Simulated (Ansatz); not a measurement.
The cell was built from the bcc type and relaxed in the same program, and has space group Im-3m; it needn't be a known or the stable phase.

Hf: DFT, PBE, all-electron LAPW, scalar-relativistic (Ansatz 0.2.0).

```yaml
crystal:
  lattice:
    - [-1.7735988343, 1.7735988343, 1.7735988343]
    - [1.7735988343, -1.7735988343, 1.7735988343]
    - [1.7735988343, 1.7735988343, -1.7735988343]
  atoms:
    - { symbol: Hf, position: [0.0, 0.0, 0.0] }
kpoints:
  mp_grid: { grid: [16, 16, 16] }
  band_path:
    path:
      - [0.0, 0.0, 0.0]
      - [0.5, -0.5, 0.5]
      - [0.0, 0.0, 0.5]
      - [0.0, 0.0, 0.0]
      - [0.25, 0.25, 0.25]
      - [0.5, -0.5, 0.5]
      - [0.25, 0.25, 0.25]
      - [0.0, 0.0, 0.5]
    npoints: 8
scf:
  occupations: { method: fermi_dirac, width: 0.08 }
hamiltonian:
  xc: pbe
  pseudopotentials: { kind: all_electron, lapw: { basis_error: 0.0005 } }
output:
  forces: true
  stress: true
  eigenvalues: true
  populations: true
  dos: { projected: true, de: 0.2, e_range: [-14, 8] }
```

Output:

```
Hf: projections on atomic orbitals take those of the free atom 1s2 2s2 2p6 3s2 3p6 3d10 4s2 4p6 4d10 4f14 5s2 5p6 5d2 6s2, of charge +0.00 (hamiltonian.pseudopotentials.projection_atoms)
LAPW: plane waves up to 7.964 Å⁻¹, error target 5.0e-4 eV per atom; small_component_spin mean_spin; Hf in spheres of 1.536 Å, 36 of its electrons in bands, Dirac shells []
Engine: ansatz 0.2.0
Pseudopotentials: kind: all_electron
Pseudopotential: Hf, LAPW, valence charge 36, Koelling and Harmon's equation, gaussian nucleus
Functional definition: PBE
  parameter kappa = 0.804
  parameter beta = 0.06672455060314922
  exchange = pbe_x(kappa = kappa, mu = beta*pi^2/3)
  correlation = pbe_c(beta = beta)
Crystal: 1 atoms, lattice volume = 22.317 Å³
Basis set: ecut = 241.67570723194441 eV, 201 PW (Γ), exchange–correlation at level 2
Bands: 22, of which v1, the nominal top of the filled ones, is band 18 counted from 1 (17 counted from 0)
Symmetry: 48 space group operations
Space group: Im-3m (ITA 229), of the structure as read, at distance tolerance 2.8e-5 Å
k-points: 145 of 4096
Non-local potential: Hf, projectors of the file, none
Initial density: superposition of atomic densities (chi_scale 0.1, normalization cell)
Initial wavefunctions: plane waves of lowest kinetic energy (no species holds an atomic orbital)
Functional: x = pbe(κ = 0.804, μ = 0.2195149727645171), c = pbe(β = 0.06672455060314922)
iter 1 solved again at ethr=2.08e-4 eV; its pass at ethr=1.00e-1 eV (dr2=7.50e-2 eV) is discarded
SCF iter   1: F=—  HF=-410250.185702 eV  |F-HF|=—  |Δ(HF+E_count)|=         —  Δρ=1.96e-2  dr2=7.54e-2  ethr=2.08e-4  ⟨swp⟩=2.8  Hψ=20304  notcnv=0
preconditioner: auto → Kerker (q_TF=auto, 2.955 Å⁻¹)  [metal: Δε(μ)=0.007 eV  Ē_g=17.877 eV  σ=0.080 eV  W_gap=0.02  n_scr=12 (ndim 8)  ℏωp=38.5 eV  f_vac=0.000  D(μ)=1.87/eV (n_scr^D=18)]
SCF iter   2: F=—  HF=-410250.104470 eV  |F-HF|=—  |Δ(HF+E_count)|=   8.12e-2  Δρ=1.09e-2  dr2=2.69e-2  ethr=2.08e-4  ⟨swp⟩=2.0  Hψ=9873  notcnv=0
SCF iter   3: F=—  HF=-410250.091681 eV  |F-HF|=—  |Δ(HF+E_count)|=   1.28e-2  Δρ=8.21e-3  dr2=1.65e-2  ethr=7.47e-5  ⟨swp⟩=2.0  Hψ=9645  notcnv=0
SCF iter   4: F=—  HF=-410250.085662 eV  |F-HF|=—  |Δ(HF+E_count)|=   6.02e-3  Δρ=4.50e-3  dr2=5.77e-3  ethr=4.58e-5  ⟨swp⟩=2.0  Hψ=9629  notcnv=0
iter 5 solved again at ethr=1.11e-6 eV; its pass at ethr=1.60e-5 eV (dr2=3.98e-4 eV) is discarded
SCF iter   5: F=—  HF=-410250.086195 eV  |F-HF|=—  |Δ(HF+E_count)|=   5.33e-4  Δρ=1.15e-3  dr2=3.98e-4  ethr=1.11e-6  ⟨swp⟩=2.0  Hψ=15998  notcnv=0
SCF iter   6: F=—  HF=-410250.086242 eV  |F-HF|=—  |Δ(HF+E_count)|=   4.70e-5  Δρ=3.15e-4  dr2=1.63e-5  ethr=1.11e-6  ⟨swp⟩=2.0  Hψ=9645  notcnv=0
SCF iter   7: F=—  HF=-410250.086242 eV  |F-HF|=—  |Δ(HF+E_count)|=   6.24e-7  Δρ=5.79e-5  dr2=5.76e-7  ethr=4.54e-8  ⟨swp⟩=2.0  Hψ=9645  notcnv=0
SCF iter   8: F=-410250.086242 eV  HF=-410250.086242 eV  |F-HF|=1.40e-9  |Δ(HF+E_count)|=   4.25e-8  Δρ=9.89e-6  dr2=1.23e-8  ethr=1.60e-9  ⟨swp⟩=2.0  Hψ=9645  notcnv=0
SCF 1 converged in 8 iterations: F = -410250.086242 eV  dr2 = 1.23e-8
NSCF: frozen V_eff on 57 k-points
SCF converged after 8 iterations
Free energy (F): -410250.086242 eV
Harris-Foulkes:  -410250.086242 eV  (|F-HF|=1.40e-9)
Internal energy: -410250.046405 eV  (E = F + TS)
E sigma→0 (E₀):  -410250.066324 eV
Entropy (-TS):   -0.039837 eV (-39.837 meV/atom)
Fermi energy:    19.928892 eV
--- Per-component energies (eV) ---
  E_band       = -1763.610183
  E_kinetic    = 456478.657579
  E_xc         = -8415.207311
  E_electrostatic = -858313.496673  (all electrons and nuclei)
  E_smearing   = -0.039837  (= −TS)
  E_closure    = 0.000000  (closes the sum)
  E_atoms      = -410242.921030  (free atoms, spherical and without spin; not in F)
  Σ components = -410250.086242   (vs F -410250.086242, Δ=0.00e0)
  Basis errors (estimates in eV, not in F): energy 1.2e-4 per atom: plane waves 1.1e-4 (5.5e-5 summed), levels above the bands 5.0e-42, relativity 3.4e-8, radial functions 7.3e-6, core shells 3.2e-7; eigenvalues (radial functions only) 4.5e-7; not estimated: angular momenta, meshes, grids; target (lapw.basis_error) 5.0e-4; muffin-tin radii Hf 1.536 Å
--- Forces (eV/Å), atoms counted from 1 ---
  atom   1  Hf     0.00000000     0.00000000    -0.00000000
  max |Σ_I F_I| component: 6.16e-32 eV/Å
--- Stress (GPa, compression-positive) ---
        0.017281      -0.000000      -0.000000
       -0.000000       0.017281       0.000000
       -0.000000       0.000000       0.017281
  P = ⅓ Tr σ = 0.0173 GPa (0.173 kbar)
--- Band table (eV; the first three rows and the last of 145) ---
  k-point 0: bands = ["-181.0242", "-181.0242", "-181.0233", "-181.0233", "-181.0233", "-41.6086", "-9.8754", "-9.8754", "-9.8754", "8.4284", "8.4284", "8.4284", "8.5016", "8.5016", "8.5016", "8.5321", "12.8948", "21.4543", "21.4543", "21.4543", "24.2424", "24.2424"]
  k-point 1: bands = ["-181.0242", "-181.0242", "-181.0233", "-181.0233", "-181.0233", "-41.6060", "-9.9091", "-9.8859", "-9.8755", "8.4293", "8.4304", "8.4304", "8.4996", "8.5009", "8.5009", "8.5294", "13.0398", "21.3522", "21.4168", "21.5986", "24.0759", "24.2417"]
  k-point 2: bands = ["-181.0242", "-181.0242", "-181.0233", "-181.0233", "-181.0233", "-41.5986", "-10.0039", "-9.9157", "-9.8759", "8.4317", "8.4362", "8.4364", "8.4943", "8.4981", "8.4990", "8.5229", "13.4595", "21.0778", "21.2544", "22.0261", "23.7690", "24.2510"]
  k-point 144: bands = ["-181.0242", "-181.0242", "-181.0232", "-181.0232", "-181.0232", "-41.4880", "-10.4549", "-10.4549", "-10.4549", "8.4116", "8.4605", "8.4605", "8.4605", "8.5102", "8.5102", "8.5102", "17.3447", "17.3447", "26.7223", "26.7223", "26.7223", "27.1742"]
--- Löwdin populations: 1 site ---
  site symbol       q [e]
     0     Hf     71.9360
  spilling = 0.000889 (of n_electrons = 72.000000)
```

populations.tsv:

```
# site	symbol	l	j	q
# orbitals = lowdin
# n_electrons = 72.000000
# spilling = 0.000889
# projection_atom_Hf: 1s2 2s2 2p6 3s2 3p6 3d10 4s2 4p6 4d10 4f14 5s2 5p6 5d2 6s2
0	Hf	0_1S	-	2.000000
0	Hf	0_2S	-	1.999980
0	Hf	0_3S	-	1.999738
0	Hf	0_4S	-	1.997307
0	Hf	0_5S	-	1.955973
0	Hf	0_6S	-	0.812138
0	Hf	1_2P	-	6.000000
0	Hf	1_3P	-	5.999998
0	Hf	1_4P	-	5.999866
0	Hf	1_5P	-	5.976966
0	Hf	2_3D	-	10.000000
0	Hf	2_4D	-	9.999956
0	Hf	2_5D	-	3.197420
0	Hf	3_4F	-	13.996652
```
